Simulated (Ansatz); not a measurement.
Here is an Ansatz input file for PbS, space group Amm2. Write the same calculation for the Python package.

```yaml
crystal:
  lattice:
    - [4.069928, 0.0, 0.0]
    - [0.0, 5.689818, 5.573599]
    - [0.0, -5.689818, 5.573599]
  atoms:
    - { symbol: Pb, position: [0.0, 0.663112, 0.339149] }
    - { symbol: Pb, position: [0.0, 0.339149, 0.663112] }
    - { symbol: Pb, position: [0.5, 0.137387, 0.137387] }
    - { symbol: Pb, position: [0.0, 0.823731, 0.823731] }
    - { symbol: S, position: [0.5, 0.774822, 0.117852] }
    - { symbol: S, position: [0.5, 0.117852, 0.774822] }
    - { symbol: S, position: [0.0, 0.310896, 0.310896] }
    - { symbol: S, position: [0.5, 0.637251, 0.637251] }
kpoints:
  mp_grid: { grid: [4, 2, 2] }
  band_path:
    path:
      - [0.0, 0.0, 0.0]
      - [0.0, 0.5, 0.0]
      - [0.5, 0.5, 0.0]
      - [0.5, 0.0, 0.0]
      - [0.5, 0.5, -0.5]
    npoints: 8
hamiltonian:
  xc: lda
scf:
  n_extra_bands: 8
  occupations: { method: fixed }
```

On the command line:
```console
$ ansatz run input.yaml --threads 1 --pin off --max-ram 3072MiB --backend cpu --events-out ev --progress --plain --runs-dir out
scf.n_extra_bands = 8 over 40 filled bands (N_el = 80.0): the run solves 48 bands
Engine: ansatz 0.2.0, aarch64-unknown-linux-gnu
Pseudopotentials: kind: paw
Pseudopotential: Pb, paw, valence charge 14, recommended cutoff 420 eV (normal), Pb.paw.azcp
Pseudopotential: S, paw, valence charge 6, recommended cutoff 420 eV (normal), S.paw.azcp
Functional definition: SPW92
  exchange = slater_x
  correlation = pw_c
Crystal: 8 atoms, lattice volume = 258.137 Å³
Basis set: ecut = 420 eV, 5033 PW (Γ)
Bands: 48, of which v1, the nominal top of the filled ones, is band 40 counted from 1 (39 counted from 0)
Symmetry: 4 space group operations
Space group: Amm2 (ITA 38), of the structure as read, at distance tolerance 6.4e-5 Å
k-points: 9 of 16
Non-local potential: Pb, projectors of the file, l = 0: 2, l = 1: 2, l = 2: 2, l = 3: 2
Non-local potential: S, projectors of the file, l = 0: 2, l = 1: 2, l = 2: 2
PAW form: soft (Blöchl's): semilocal exchange-correlation on the pseudo side does not see the compensation charge
PAW frozen core: Pb, regenerated for the run's functional, and the local potential with it (the file was generated under x = pbe(κ = 0.804, μ = 0.2195149727645171), c = pbe(β = 0.06672455060314922))
PAW frozen core: S, regenerated for the run's functional, and the local potential with it (the file was generated under x = pbe(κ = 0.804, μ = 0.2195149727645171), c = pbe(β = 0.06672455060314922))
PAW one-centre angular grid: Pb, 590 points (default); XC on 64 Gauss nodes
PAW one-centre angular grid: S, 110 points (default); XC on 64 Gauss nodes
Initial density: superposition of atomic densities (neutral atoms: chi_scale 0, normalization atom), corrected by the library's trained network
Initial wavefunctions: pseudopotential atomic-orbital guess
Functional: x = slater, c = lda
SCF iter   1: F=—  HF=-49889.817521 eV  |F-HF|=—  |Δ(HF+E_count)|=         —  Δρ=5.46e-3  dr2=1.15e-1  ethr=1.77e-3  ⟨swp⟩=5.0  Hψ=1623  notcnv=0  defer=48
preconditioner: auto → Resta (q_TF=auto, 2.244 Å⁻¹)  ε∞=3.4  [insulator: Δε(μ)=0.415 eV  Ē_g=13.417 eV  n_scr=48 (ndim 8)  ℏωp=20.7 eV  f_vac=0.109  ε∞_Penn≈3.4]
SCF iter   2: F=—  HF=-49889.790227 eV  |F-HF|=—  |Δ(HF+E_count)|=   2.73e-2  Δρ=2.41e-3  dr2=1.29e-2  ethr=1.44e-4  ⟨swp⟩=2.0  Hψ=592  notcnv=0  defer=54
SCF iter   3: F=—  HF=-49889.786669 eV  |F-HF|=—  |Δ(HF+E_count)|=   3.56e-3  Δρ=8.67e-4  dr2=2.90e-3  ethr=1.61e-5  ⟨swp⟩=3.1  Hψ=791  notcnv=0  defer=54
SCF iter   4: F=—  HF=-49889.786035 eV  |F-HF|=—  |Δ(HF+E_count)|=   6.34e-4  Δρ=2.51e-4  dr2=2.68e-4  ethr=3.63e-6  ⟨swp⟩=2.0  Hψ=517  notcnv=0  defer=54
SCF iter   5: F=—  HF=-49889.786005 eV  |F-HF|=—  |Δ(HF+E_count)|=   2.97e-5  Δρ=8.27e-5  dr2=2.78e-5  ethr=3.36e-7  ⟨swp⟩=2.0  Hψ=521  notcnv=0  defer=42
SCF iter   6: F=—  HF=-49889.786215 eV  |F-HF|=—  |Δ(HF+E_count)|=   2.10e-4  Δρ=2.69e-5  dr2=3.15e-6  ethr=3.47e-8  ⟨swp⟩=2.0  Hψ=542  notcnv=0  defer=23
SCF iter   7: F=—  HF=-49889.786216 eV  |F-HF|=—  |Δ(HF+E_count)|=   9.92e-7  Δρ=1.29e-5  dr2=1.17e-6  ethr=3.94e-9  ⟨swp⟩=2.0  Hψ=575  notcnv=0  defer=23
SCF iter   8: F=-49889.786216 eV  HF=-49889.786216 eV  |F-HF|=1.46e-8  |Δ(HF+E_count)|=   3.95e-8  Δρ=3.41e-6  dr2=4.87e-8  ethr=1.25e-10  ⟨swp⟩=10.1  Hψ=1907  notcnv=0
SCF 1 converged in 8 iterations: F = -49889.786216 eV  dr2 = 4.87e-8
  greatest PAW one-centre occupation: 0.982 electrons in one spin orbital (limit 2), on the Pb atom at site 1 (counted from 0), in its partial waves of l = 2
NSCF: frozen V_eff on 33 k-points
SCF converged after 8 iterations
Free energy (F): -49889.786216 eV
Harris-Foulkes:  -49889.786216 eV  (|F-HF|=1.46e-8)
Internal energy: -49889.786216 eV  (E = F + TS)
E sigma→0 (E₀):  -49889.786216 eV
Fermi energy:    5.564759 eV
--- Per-component energies (eV) ---
  E_band       = -434.207288
  E_kinetic    = 1571.582595
  E_local      = -6086.720374  (includes V_loc(G=0)·N_el)
  E_nonlocal   = 1534.150390
  E_hartree    = 2390.373012
  E_xc         = -1259.067298
  E_vxc        = -881.139246  (∫ρ·V_xc dr)
  E_paw        = -42676.226197  (= ΣΔE_a)
  E_vpaw       = -1352.834531  (= ΣTr[D̂ρ^β])
  E_aug_tail   = 0.000188  (compensation charges beyond the density's cutoff)
  E_ewald      = -5364.180467
  E_core_change = 0.301936  (= ΣΔE_core)
  E_smearing   = -0.000000  (= −TS)
  E_closure    = 0.000000  (closes the sum)
  Σ components = -49889.786216   (vs F -49889.786216, Δ=0.00e0)
--- Band table (eV; the first three rows and the last of 9) ---
  k-point 0: bands = ["-11.2919", "-11.2110", "-11.2040", "-11.1995", "-11.1981", "-11.1917", "-11.1657", "-11.1503", "-11.1459", "-11.1400", "-11.1309", "-11.1173", "-11.1076", "-11.0896", "-11.0784", "-11.0779", "-11.0685", "-11.0665", "-11.0467", "-11.0392", "-7.3909", "-6.5477", "-6.4252", "-6.2278", "-3.3401", "-2.2493", "-2.2456", "-0.8392", "1.8078", "1.9488", "3.0183", "3.7235", "3.7613", "3.8396", "3.8812", "3.9158", "4.1454", "4.3062", "4.3246", "5.4737", "6.2965", "7.6551", "7.9483", "7.9809", "8.2276", "8.7684", "8.7946", "9.3282"]
  k-point 1: bands = ["-11.2911", "-11.2178", "-11.2110", "-11.2016", "-11.1980", "-11.1803", "-11.1664", "-11.1527", "-11.1430", "-11.1385", "-11.1268", "-11.1173", "-11.1057", "-11.0893", "-11.0793", "-11.0778", "-11.0689", "-11.0677", "-11.0474", "-11.0397", "-7.1533", "-6.9715", "-6.3307", "-6.2136", "-2.8884", "-2.8496", "-1.5247", "-1.4590", "2.2384", "2.4633", "2.9810", "3.0778", "3.3193", "3.4327", "3.7333", "4.0038", "4.2205", "4.5508", "4.7097", "5.1857", "6.6806", "7.4539", "7.8958", "7.9616", "8.1912", "8.4274", "8.8058", "9.3355"]
  k-point 2: bands = ["-11.2896", "-11.2133", "-11.2110", "-11.2109", "-11.1977", "-11.1903", "-11.1625", "-11.1446", "-11.1414", "-11.1400", "-11.1261", "-11.1163", "-11.1050", "-11.0879", "-11.0810", "-11.0786", "-11.0692", "-11.0688", "-11.0473", "-11.0380", "-7.0551", "-6.8606", "-6.4538", "-6.4391", "-2.4192", "-2.2136", "-2.1836", "-1.9077", "2.6093", "2.7197", "2.8739", "3.1697", "3.5106", "3.5698", "3.6150", "3.8619", "3.9009", "3.9591", "4.9996", "5.1404", "6.4334", "6.6033", "8.2395", "8.3692", "8.5114", "9.0588", "9.1504", "9.3145"]
  k-point 8: bands = ["-11.2766", "-11.2322", "-11.2165", "-11.2021", "-11.1820", "-11.1775", "-11.1706", "-11.1528", "-11.1505", "-11.1431", "-11.1316", "-11.1208", "-11.1109", "-11.0994", "-11.0944", "-11.0850", "-11.0718", "-11.0668", "-11.0387", "-10.9990", "-6.4625", "-6.1989", "-5.8717", "-5.8412", "-2.7038", "-2.5694", "-2.4955", "-2.3548", "1.9855", "2.1517", "2.5598", "2.5935", "2.7071", "2.7181", "2.7451", "3.2240", "3.5328", "3.6304", "4.1150", "4.8171", "6.3852", "6.8483", "7.4908", "7.9731", "8.3332", "8.8081", "9.0690", "9.2092"]
```

Run as a notebook:

```python
import ansatz
import numpy as np
```

```python
vectors = np.array([
    [4.069928, 0.0, 0.0],
    [0.0, 5.689818, 5.573599],
    [0.0, -5.689818, 5.573599],
])
crystal = (
    ansatz.Lattice.of(vectors)
    .atom("Pb", (0.0, 0.663112, 0.339149))
    .atom("Pb", (0.0, 0.339149, 0.663112))
    .atom("Pb", (0.5, 0.137387, 0.137387))
    .atom("Pb", (0.0, 0.823731, 0.823731))
    .atom("S", (0.5, 0.774822, 0.117852))
    .atom("S", (0.5, 0.117852, 0.774822))
    .atom("S", (0.0, 0.310896, 0.310896))
    .atom("S", (0.5, 0.637251, 0.637251))
)
```

```python
# high-symmetry points in fractions of the reciprocal vectors
path = [
    ("G", (0.0, 0.0, 0.0)),
    ("S", (0.0, 0.5, 0.0)),
    ("R", (0.5, 0.5, 0.0)),
    ("Z", (0.5, 0.0, 0.0)),
    ("T", (0.5, 0.5, -0.5)),
]
model = (
    crystal.calculation()
    .functional("lda")
    .kpoints(4, 2, 2)
    .occupations("fixed")
    .band_structure([point for _, point in path], intervals=8)
    .scf(extra_bands=8)
)
res = model.run()
rep = res.report

type(res).__name__, type(rep).__name__
```

    DeckWarning: basis.ecutwfc = 420 eV, auto-derived from the records' recommended cutoffs: set by Pb (normal level)
    ('RunOutcome', 'dict')

```python
print("%-22s %14.5f eV" % ("F = E - TS", rep["free_energy_ev"]))
print("%-22s %14.5f eV" % ("E", rep["internal_energy_ev"]))
print("%-22s %14.5f eV" % ("Harris-Foulkes", rep["harris_foulkes_ev"]))
print("%-22s %14.5f eV" % ("Fermi level", rep["fermi_energy_ev"]))

bands = res.band_structure()
fermi = bands.fermi_energy_ev
print(f"zero of the bands: {fermi:.3f} eV, the Fermi level found on the SCF mesh")
for spin, channel in enumerate(bands.channels):
    print("channel", spin, "- computed levels within 8 eV of the Fermi level")
    for i, (label, _) in enumerate(path):
        levels = channel.eigenvalues_ev[i * 8] - fermi
        print(f"  {label:3s}", " ".join(f"{e:7.3f}" for e in levels if abs(e) < 8))
```

    F = E - TS               -49889.78622 eV
    E                        -49889.78622 eV
    Harris-Foulkes           -49889.78622 eV
    Fermi level                   5.56476 eV
    zero of the bands: 5.565 eV, the Fermi level found on the SCF mesh
    channel 0 - computed levels within 8 eV of the Fermi level
      G    -7.814  -7.810  -6.404  -3.757  -3.616  -2.546  -1.841  -1.803  -1.725  -1.684  -1.649  -1.419  -1.259  -1.240  -0.091   0.732   2.090   2.384   2.416   2.663   3.204   3.230   3.763
      S    -7.089  -7.024  -3.326  -3.101  -2.584  -2.487  -2.245  -2.132  -1.831  -1.561  -1.344  -1.014  -0.855  -0.379   1.116   1.889   2.331   2.397   2.626   2.863   3.241   3.771
      R    -7.566  -4.033  -4.018  -3.759  -3.602  -2.451  -2.384  -2.275  -2.043  -1.815  -1.281  -1.193  -0.792   0.630   1.770   1.894   2.299   2.429   2.703   2.841   3.335
      Z    -7.989  -7.868  -7.515  -4.442  -4.424  -3.284  -3.158  -3.064  -3.000  -2.300  -2.290  -1.464  -1.083  -0.459   0.000   0.439   1.071   1.931   2.711   2.723   2.966   3.075   3.141
      T    -7.920  -3.579  -3.413  -3.005  -2.971  -2.858  -2.847  -2.820  -2.341  -2.032  -1.934  -1.450  -0.748   0.820   1.284   1.926   2.408   2.768   3.243   3.504   3.644

Reading the output:
- Total energies depend on the potentials; only differences at equal settings carry meaning. A total without «per atom» is that of the cell as typed.
- The computed bands are complete only to about 3.1 eV above the Fermi level.
- Under fixed occupations the level called the Fermi level is the highest filled one on the SCF mesh; off the mesh a filled band can lie a little above it.
- Only differences from the Fermi energy are physical; the zero of the scale is a convention.
- The structure comes from a database of computed cells and needn't be a stable or known phase.
- Gaps and levels are Kohn-Sham values on a finite set of k-points, without spin-orbit coupling.
- Warnings are shown shortened and without file and line.
- It ran for 26 s on 1 thread of Arm Neoverse V1 (shared host), peak memory 0.54 GiB.

(Lines on the test bed's own set-up are left out of the output.)
